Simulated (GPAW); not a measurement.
CdS (Hawleyite):

```
Cd S
1.0
     0.00000    2.91650    2.91650
     2.91650    0.00000    2.91650
     2.91650    2.91650    0.00000
Cd S
1 1
Cartesian
  0.0000 0.0000 0.0000
  4.3748 4.3748 4.3748
```

Program: GPAW 26.7.0. Alike in all runs: cell as given. Hardware: 1 thread of Arm Neoverse V1, with other jobs on the host.

Question: Order these runs on this cell by their wall time, lowest first.
A. task band structure; level BLYP; potentials or basis PAW data sets generated in the run's folder for this functional, pw; spin off; k mesh 8 × 8 × 8; cutoff (eV) 600; smearing fermi-dirac 0.05 eV; eigensolver davidson; band path GXWKGLUWLK,UX; band points 60; mesh quality not flagged
B. task dielectric tensor; level LDA; potentials or basis the program's PAW data sets (release 1.2.1) made for this functional, pw; spin off; k mesh 6 × 6 × 6; cutoff (eV) 450; smearing fermi-dirac 0.001 eV; mesh quality not flagged
C. task electron localisation function; level PBEsol; potentials or basis PAW data sets generated in the run's folder for this functional, pw; spin off; k mesh 4 × 4 × 4; cutoff (eV) 510; smearing fermi-dirac 0.01 eV; mesh quality coarse
D. task band structure; level mBEEF; potentials or basis GPAW PAW data sets (gpaw-data 1.2.1), pw; spin SOC, no magnetisation; k mesh 6 × 6 × 6; cutoff (eV) 600; smearing fermi-dirac 0.05 eV; band path GXWKGLUWLK,UX; band points 80; spin axis theta (degrees) 90; spin axis phi (degrees) 0; mesh quality not flagged

Answer: C (9.7 s), A (48 s), D (140 s), B (320 s).

Caveats: some runs use coarse meshes; spin-orbit coupling was added after a scalar SCF, so levels and gaps hold it while energy, forces, pressure and moments don't (some runs); the long-wavelength limit can be off by several per cent where d states take part (some runs).

Not every run made on this cell is shown here.
